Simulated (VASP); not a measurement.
# ZnS: convergence, self-consistent run

ZnS, P1 (no. 1), 2 atoms in the cell. PBE; PAW potentials Zn, S (PBE set). VASP 6.6.1. The atoms are moved at random off their ideal places.

Wanted: energy within 1 meV/atom; forces within 0.005 eV/Å; pressure within 0.1 GPa.

POSCAR:
```
ZnS
1.0
    0.0000000000      2.7020000000      2.7020000000
    2.7020000000      0.0000000000      2.7020000000
    2.7020000000      2.7020000000      0.0000000000
Zn S
1 1
Direct
    0.7495780000      0.7464650000      0.7534100000
    0.0026710000      0.0013520000     -0.0038670000
```

## One numerical tag moved

| One numerical tag moved | Energy less reference (meV/atom) | Forces, largest deviation (eV/Å) | Pressure (GPa) | SCF iterations | Time (s) |
|---|---|---|---|---|---|
| default | 0.0 | 0.0000 | 1.78 | 14 | 44 |
| NDAV = 8 | 0.0 | 0.0000 | 1.78 | 14 | 42 |
| RANDOM_GENERATOR = pcg_32 | 0.0 | 0.0000 | 1.78 | 14 | 60 |
| NDAV = 2 | 0.0 | 0.0000 | 1.78 | 14 | 59 |
| DEPER = 0.05 | 0.0 | 0.0000 | 1.78 | 13 | 78 |
| EBREAK = 1e-10 | 0.0 | 0.0000 | 1.78 | 14 | 63 |
| LMAXPAW = 0 | 0.0 | 0.0006 | 1.79 | 14 | 59 |
| DEPER = 0.6 | 0.0 | 0.0000 | 1.78 | 14 | 54 |
| LDIAG = F | 0.0 | 0.0000 | 1.78 | 13 | 61 |

Chosen: default; no other choice that stays within half of the tolerance saves 30 % of the time.

## The input

INCAR:
```
  PREC = Accurate
  ENCUT = 520
  EDIFF = 1E-7
  ISMEAR = 0
  SIGMA = 0.02
  LREAL = F
  LASPH = T
  ALGO = Normal
  NELM = 100
  ISIF = 2
  LWAVE = F
  LCHARG = F
```

KPOINTS:
```
k-points
0
Gamma
  7 7 7
```

Commands:
```
cat potpaw_PBE.64/Zn/POTCAR potpaw_PBE.64/S/POTCAR > POTCAR
mpirun -np 1 vasp_std > vasp.out
```

The chosen input took VASP 6.6.1 44 s on 1 core (Intel Xeon Platinum 8488C (Sapphire Rapids)), a shared host.

## An input that fails: LMAXPAW = -1 without LASPH

It runs to its end, but against the unchanged starting input it is off by 1.9 meV/atom in the energy, 0.0004 eV/Å in the forces, 0.04 GPa in the pressure.

Changes against the starting input:
```
- LASPH = True
+ LASPH = False
+ LMAXPAW = -1
```
